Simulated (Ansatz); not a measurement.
Zinc-blende InN (metastable phase) was calculated with PBE (PAW; Ansatz, a quantum-chemistry and plane-wave program).

Excerpt of the program's output:

```
WARN output.stress: scf.convergence.dr2_threshold = 1e-9 eV is looser than the 2e-10 eV advised for a printed stress (1e-10 eV for each atom of the cell: 2)
Crystal: 2 atoms, lattice volume = 30.886 Å³
Basis set: ecut = 520 eV, 869 PW (Γ), exchange–correlation on 54×54×54 points (8 copies of the dense FFT grid, shifted against one another)
Bands: 13, of which v1, the nominal top of the filled ones, is band 9 counted from 1 (8 counted from 0)
Symmetry: 24 space group operations
Space group: F-43m (ITA 216), of the structure as read, at distance tolerance 3.1e-5 Å
k-points: 72 of 1728 (time reversal used)
Functional: x = pbe(κ = 0.804, μ = 0.2195149727645171), c = pbe(β = 0.06672455060314922)
SCF iter   1: F=—  HF=-5981.588651 eV  |F-HF|=—  |Δ(HF+E_count)|=         —  Δρ=2.68e-3  dr2=2.76e-3
SCF iter   2: F=—  HF=-5981.587985 eV  |F-HF|=—  |Δ(HF+E_count)|=   6.66e-4  Δρ=1.11e-3  dr2=4.45e-4
  ...
SCF iter   5: F=—  HF=-5981.587969 eV  |F-HF|=—  |Δ(HF+E_count)|=   2.33e-6  Δρ=6.19e-6  dr2=5.54e-9
SCF iter   6: F=-5981.587969 eV  HF=-5981.587969 eV  |F-HF|=5.56e-10  |Δ(HF+E_count)|=   1.97e-8  Δρ=1.07e-6  dr2=2.15e-10
SCF 1 converged in 6 iterations: F = -5981.587969 eV  dr2 = 2.15e-10
SCF converged after 6 iterations
Free energy (F): -5981.587969 eV
Internal energy: -5981.587946 eV  (E = F + TS)
E sigma→0 (E₀):  -5981.587957 eV
Fermi energy:    9.583159 eV
--- Forces (eV/Å), atoms counted from 1 ---
  atom   1  In     0.00000000    -0.00000000    -0.00000000
  atom   2  N     -0.00000000    -0.00000000    -0.00000000
--- Stress (GPa, compression-positive) ---
        5.461203       0.000000      -0.000000
        0.000000       5.461203       0.000000
       -0.000000       0.000000       5.461203
  P = ⅓ Tr σ = 5.4612 GPa (54.612 kbar)
```

**Question.** Write an input file that could have produced this run (the log leaves some choices open).

**Answer.** Several could match; the one computed here: 
Ansatz 0.2 input:
```yaml
crystal:
  lattice:
    - [0.0, 2.4902440108, 2.4902440108]
    - [2.4902440108, 0.0, 2.4902440108]
    - [2.4902440108, 2.4902440108, 0.0]
  atoms:
    - { symbol: In, position: [0.0, 0.0, 0.0] }
    - { symbol: N, position: [0.25, 0.25, 0.25] }
basis:
  ecutwfc: 520
  ecutrho_ratio: 4
  xc_grid: 2
kpoints:
  mp_grid: { grid: [12, 12, 12] }
hamiltonian:
  xc: pbe
  dispersion: none
  pseudopotentials: { kind: paw }
scf:
  occupations: { method: fermi_dirac, width: 0.01 }
  convergence: { dr2_threshold: 0.000000001 }
output:
  forces: true
  stress: true
  eigenvalues: true
```

The cell is one volume of an energy–volume scan, off the minimum.

Note: the gap of the solid is closed in this run. Note: the run finds no gap at this volume, although the solid has one.
